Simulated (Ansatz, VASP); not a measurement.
# Two plane-wave programs on CsSnI3

Contents of INCAR:

```
PREC = Accurate
ENCUT = 520
EDIFF = 1E-6
ISMEAR = -1
SIGMA = 0.05
LREAL = F
LASPH = T
NELM = 60
ALGO = Normal
ISIF = 2
LWAVE = F
LCHARG = F
GGA = PE
NBANDS = 30
```

File KPOINTS:

```
Automatic mesh
0
Gamma
  4 4 4
```

The input POSCAR:

```
CsSnI3
1.0
    6.2057000000      0.1241140000      0.0000000000
    0.1241140000      6.2057000000      0.0000000000
    0.0000000000      0.0000000000      6.2057000000
Cs I Sn
1 3 1
Direct
    0.0000000000      0.0000000000      0.0000000000
    0.5000000000      0.5000000000      0.0000000000
    0.5000000000      0.0000000000      0.5000000000
    0.0000000000      0.5000000000      0.5000000000
    0.5000000000      0.5000000000      0.5000000000
```

The input input.yaml:

```yaml
crystal:
  lattice:
    - [6.2057, 0.124114, 0.0]
    - [0.124114, 6.2057, 0.0]
    - [0.0, 0.0, 6.2057]
  atoms:
    - { symbol: Cs, position: [0.0, 0.0, 0.0] }
    - { symbol: I, position: [0.5, 0.5, 0.0] }
    - { symbol: I, position: [0.5, 0.0, 0.5] }
    - { symbol: I, position: [0.0, 0.5, 0.5] }
    - { symbol: Sn, position: [0.5, 0.5, 0.5] }
hamiltonian:
  xc: pbe
  pseudopotentials: { kind: paw }
kpoints:
  mp_grid: { grid: [4, 4, 4] }
scf:
  occupations: { method: fermi_dirac, width: 0.05 }
output:
  forces: true
  stress: true
  eigenvalues: true
```

Change from the starting cell: strain = 0.04.

Alike in both runs: task single point; functional PBE; k mesh 4 × 4 × 4; occupations fermi-dirac, width 0.05 eV; no spin polarisation.

|  | VASP | Ansatz |
| --- | --- | --- |
| version | VASP 6.6.1 | Ansatz 0.2.0 |
| potentials or method | VASP PAW PBE potentials, release 64 (Cs_sv, I, Sn_d) | Ansatz PAW |
| plane-wave cutoff (eV) | 520 | 420 |
| valence electrons in the cell | 44 | 74 |

Ansatz gave:

```
gap on the k mesh at the Fermi level (eV)       : 0.27
least direct gap on the mesh (eV)               : 0.27
pressure (GPa)                                  : 0.8
largest component of the traceless stress (GPa) : 0.18
```

Problem. What did VASP give for the same quantities?

Solution. gap on the k mesh at the Fermi level (eV): 0.26; least direct gap on the mesh (eV): 0.26; pressure (GPa): 0.8; largest component of the traceless stress (GPa): 0.18.

The functional is the same, so the differences come from potentials, cutoffs and numerics. The two sets of potentials don't hold the same shells in valence.

Caveats: spin-orbit coupling is left out, which moves the levels of the heavy elements. A k mesh can miss the band edges.
